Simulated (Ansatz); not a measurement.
A relaxation computed with Ansatz, from input to last step.

```yaml
crystal:
  lattice:
    - [2.7123308903, 0.0, 0.0]
    - [-1.3561654451, 2.3489474545, 0.0]
    - [0.0, 0.0, 4.3625908032]
  atoms:
    - { symbol: Rh, position: [0.6666666667, 0.3333333333, 0.75] }
    - { symbol: Rh, position: [0.3333333333, 0.6666666667, 0.25] }
basis:
  ecutwfc: 500
kpoints:
  mp_grid: { grid: [18, 18, 10] }
hamiltonian:
  xc: r2scan
scf:
  occupations: { method: gaussian, width: 0.1 }
output:
  forces: true
  stress: true
  eigenvalues: true
relax:
  adjacent_minimum: "off"
  f_tol: 0.008
  max_steps: 50
  cell: { stress_tol: 0.08, p_target: -1.0 }
```

```bash
ansatz run input.yaml --threads 1 --pin off --max-ram 2560MiB --backend cpu --events-out ev --progress --plain --runs-dir out
```

The calculation used Ansatz, DFT r2SCAN, scalar-relativistic, plane waves, PAW.

Of 4 frames 3 are shown, positions in Å and forces in eV/Å; the SCF threshold varies from step to step. Steps run on the plane waves of an earlier cell, with a Pulay correction in the pressure. The basis is chosen afresh for the last frame, the zero of the energies, and at times for earlier ones too; energy and pressure step there, also at an unchanged geometry. The relaxation lowers the enthalpy F + PV at the target pressure, so the free energy itself can rise.

```xyz
2
Lattice="2.7123 0.0000 0.0000 -1.3562 2.3489 0.0000 0.0000 0.0000 4.3626" Properties=species:S:1:pos:R:3:forces:R:3 pbc="T T T" step=1 free_energy_over_end_meV_per_atom=0.95 pressure_GPa=-2.65
Rh    1.3562    0.7830    3.2719    0.0000    0.0000    0.0000
Rh    0.0000    1.5660    1.0906    0.0000    0.0000    0.0000
2
Lattice="2.7017 0.0000 0.0000 -1.3509 2.3398 0.0000 0.0000 0.0000 4.3458" Properties=species:S:1:pos:R:3:forces:R:3 pbc="T T T" step=2 free_energy_over_end_meV_per_atom=-0.15 pressure_GPa=0.56
Rh    1.3509    0.7799    3.2593    0.0000    0.0000    0.0000
Rh    0.0000    1.5599    1.0864    0.0000    0.0000    0.0000
2
Lattice="2.7070 0.0000 0.0000 -1.3535 2.3443 0.0000 0.0000 0.0000 4.3536" Properties=species:S:1:pos:R:3:forces:R:3 pbc="T T T" step=4 free_energy_over_end_meV_per_atom=0.00 pressure_GPa=-1.02
Rh    1.3535    0.7814    3.2652    0.0000    0.0000    0.0000
Rh    0.0000    1.5629    1.0884    0.0000    0.0000    0.0000
```

The run took 65 s on 1 thread of Arm Neoverse V1 (shared host), peak memory 0.45 GiB.